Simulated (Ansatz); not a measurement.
# What a change of settings does: Cs (dhcp type)

First run: DFT, PBE, all-electron PAW with datasets made for the crystal, scalar-relativistic (Ansatz 0.2.0).

Command: `ansatz run input.yaml --threads 1 --pin off --max-ram 3072MiB --backend cpu --events-out ev --progress --plain --runs-dir out` It took 11 s on 1 thread of Arm Neoverse V1, on a shared host, peak memory 0.51 GiB.

```yaml
crystal:
  lattice:
    - [5.491843888, 0.0, 0.0]
    - [-2.745921944, 4.7560763206, 0.0]
    - [0.0, 0.0, 17.8484926358]
  atoms:
    - { symbol: Cs, position: [0.0, 0.0, 0.0] }
    - { symbol: Cs, position: [0.0, 0.0, 0.5] }
    - { symbol: Cs, position: [0.3333333333, 0.6666666667, 0.25] }
    - { symbol: Cs, position: [0.6666666667, 0.3333333333, 0.75] }
kpoints:
  mp_grid: { grid: [7, 7, 2] }
scf:
  occupations: { method: fermi_dirac, width: 0.05 }
hamiltonian:
  xc: pbe
  pseudopotentials: { kind: all_electron, datasets: crystal }
output:
  forces: true
  stress: true
  eigenvalues: true
```

The cell comes from a relaxation on PAW files under the same functional, begun from a prototype that needn't be the stable phase.

This run: the series' base cell.

It converges in 9 SCF iterations at a pressure of 0.01 GPa.

The input is then changed:

```diff
   occupations: { method: fermi_dirac, width: 0.05 }
+  lower_state_search: light
+  convergence: { dr2_threshold: 1.0e-08 }
 hamiltonian:
```

**Question.** What does the second run give?

**Answer.** It converges in 10 SCF iterations at a pressure of 0.01 GPa, free energy 0.0 meV/atom against the first run's.
